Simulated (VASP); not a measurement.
The system is Ge.

```
Ge
1.0
     0.00000    2.82891    2.82891
     2.82891    0.00000    2.82891
     2.82891    2.82891    0.00000
Ge
2
Cartesian
  4.2434 4.2434 4.2434
  2.8289 2.8289 2.8289
```

| Property | Result |
| --- | --- |
| Program | VASP 6.6.1 |
| Task | relaxation of cell and atoms |
| Functional | RPBE |
| Potentials or basis | VASP PAW PBE potentials, release 64 (Ge_d) |
| Cutoff | 600 eV |
| k mesh | 8 × 8 × 8 |
| Occupations | fermi-dirac, width 0.05 eV |
| Spin | no spin polarisation |

At the start: pressure 5.4 GPa; volume 22.64 Å³/atom.

Q: Where does the relaxation end?

A: Over 3 steps the energy falls by 30.2 meV/atom and the volume is 24.56 Å³/atom (+8.5 %); space group Fd-3m (No. 227, to 0.05 Å).

Step by step:
| step | energy change (eV) | largest force (eV/Å) | pressure (GPa) | volume (Å³) |
| --- | --- | --- | --- | --- |
| 1 | 0.0000 | 0.0000 | 5.38 | 45.28 |
| 2 | -0.0551 | 0.0000 | -1.42 | 50.44 |
| 3 | -0.0603 | 0.0000 | 0.02 | 49.13 |

Final structure:
```yaml
crystal:
  lattice:
    - [0.00000, 2.90692, 2.90692]
    - [2.90692, 0.00000, 2.90692]
    - [2.90692, 2.90692, 0.00000]
  atoms:
    - { symbol: Ge, position: [0.75000, 0.75000, 0.75000] }
    - { symbol: Ge, position: [0.50000, 0.50000, 0.50000] }
```

The cell as given is a measured one (22.64 Å³/atom); RPBE puts the equilibrium volume +8.5 % from it, thermal expansion not counted.

Caveat: the PAW data sets were made with another functional, which shifts forces and pressure a little.
